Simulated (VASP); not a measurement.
Input of a VASP 6.6.1 run:

INCAR

```
SYSTEM = InSe
PREC = Accurate
ENCUT = 520
EDIFF = 1E-6
ISMEAR = 0
SIGMA = 0.03
LREAL = .False.
LASPH = .True.
NELM = 80
ALGO = Fast
ISIF = 2
LWAVE = .False.
LCHARG = .False.
NBANDS = 48
KPAR = 2
```

Contents of KPOINTS:

```
Automatic mesh
0
Gamma
  9 9 2
  0 0 0
```

File POSCAR:

```
InSe                                    
1.0
    4.0325940883     -0.0000000000      0.0000000000
   -2.0162970441      3.4923289236      0.0000000000
    0.0000000000     -0.0000000000     16.7578863181
  In              Se            
     4     4
Direct
     0.3333333332999970    0.6666666667000030    0.1666317070947020
     0.6666666667000030    0.3333333332999970    0.6666317070947020
     0.3333333332999970    0.6666666667000030    0.3333682929052980
     0.6666666667000030    0.3333333332999970    0.8333682929052980
     0.3333333332999970    0.6666666667000030    0.5897259163387023
     0.6666666667000030    0.3333333332999970    0.0897259163387023
     0.3333333332999970    0.6666666667000030    0.9102740836612977
     0.6666666667000030    0.3333333332999970    0.4102740836612977
```

KPOINTS_OPT

```
explicit points
168
Reciprocal
 0.0000000000  0.0000000000  0.0000000000 1
 0.0555555556  0.0000000000  0.0000000000 1
 0.1111111111  0.0000000000  0.0000000000 1
 0.1666666667  0.0000000000  0.0000000000 1
 0.2222222222  0.0000000000  0.0000000000 1
 0.2777777778  0.0000000000  0.0000000000 1
[... 160 lines left out ...]
 0.5000000000  0.0000000000  0.0943072600 1
 0.5000000000  0.0000000000 -0.0943072600 1
```

Potentials or basis: VASP PAW LDA potentials, release 64 (In_d, Se).

The run is started by

```bash
$ cat potpaw_LDA.64/In_d/POTCAR potpaw_LDA.64/Se/POTCAR > POTCAR
$ mpirun -np 2 vasp_std > vasp.out
```

**Question.** Estimate the largest force.

**Answer.** 0.299 eV/Å.

**Question.** Estimate the band gap along the path.

**Answer.** 0.16 eV, direct.

**Question.** What does it give for the pressure?

**Answer.** -2.3 GPa.

**Question.** Predict the band gap on the k mesh.

**Answer.** 0.16 eV, direct.

Forces on the atoms (eV/Å):
```
In   0.000  0.000 -0.103
In   0.000  0.000 -0.103
In   0.000  0.000  0.103
In   0.000  0.000  0.103
Se   0.000  0.000  0.299
Se   0.000  0.000  0.299
Se   0.000  0.000 -0.299
Se   0.000  0.000 -0.299
```

Caveat: spin-orbit coupling is left out, which moves the levels of the heavy elements. LDA gaps usually lie below the measured ones, often by a third to a half.
